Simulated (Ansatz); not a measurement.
InAs built on the zincblende prototype, relaxed with r2SCAN in Ansatz 0.2.0. It is cubic, F-43m (No. 216); a = 6.109 Å in the conventional setting, 28.50 Å³ an atom. Around In lie 4 As at 2.65 Å; around As lie 4 In at 2.65 Å.

The axes x, y and z are those of this cell:
```yaml
crystal:
  lattice:
    - [0.00000, 3.05459, 3.05459]
    - [3.05459, 0.00000, 3.05459]
    - [3.05459, 3.05459, 0.00000]
  atoms:
    - { symbol: In, position: [0.00000, 0.00000, 0.00000] }
    - { symbol: As, position: [0.25000, 0.25000, 0.25000] }
```

Unstrained: The HSE06 gap is direct at Γ: 0.358 eV. Meshes: HSE06 6×6×6. Strains are changes of length per length, and xy shears are angles. After each strain the atoms were relaxed again with r2SCAN within the symmetry that the strain leaves, so tilts or polar shifts that break it weren't tested; points keep the names that they have in the unstrained zone. Calculated for a static, non-magnetic cell.

(1) Apply isotropic +1.5 % on every length. How far does the gap move, against the unstrained cell?

(2) Estimate what xy shear, engineering strain (angle) -0.5 % does to the gap.

(3) Estimate what uniaxial -1.0 % along x, other directions held does to the gap.

(4) Estimate what uniaxial -0.5 % along [111], other directions held does to the gap.

(5) Apply epitaxial -1.0 % in the xy plane, free normal strain +1.05 %. How far does the gap move, against the unstrained cell?

## Answers

(1) HSE06: the gap goes from 0.358 to 0.090 eV (-0.268 eV); so small a gap is at the limit of these settings.

(2) HSE06: the gap goes from 0.358 to 0.341 eV (-0.017 eV); with HSE06 the top three valence levels at Γ, degenerate before, become 1+1+1 from the top over 33 meV.

(3) HSE06: the gap goes from 0.358 to 0.384 eV (+0.026 eV); with HSE06 the top three valence levels at Γ, degenerate before, become 1+2 from the top over 51 meV.

(4) HSE06: the gap goes from 0.358 to 0.366 eV (+0.008 eV); with HSE06 the top three valence levels at Γ, degenerate before, become 1+2 from the top over 33 meV.

(5) HSE06: the gap goes from 0.358 to 0.377 eV (+0.019 eV); with HSE06 the top three valence levels at Γ, degenerate before, become 2+1 from the top over 108 meV.

No spin-orbit coupling is included; it can move band edges with weight on the heavy atoms by tenths of an eV.

The meshes of the hybrids are coarse, so their gaps aren't converged to the digits shown.

The splittings at Γ are without spin-orbit coupling, which regroups them where it is of like size or larger.
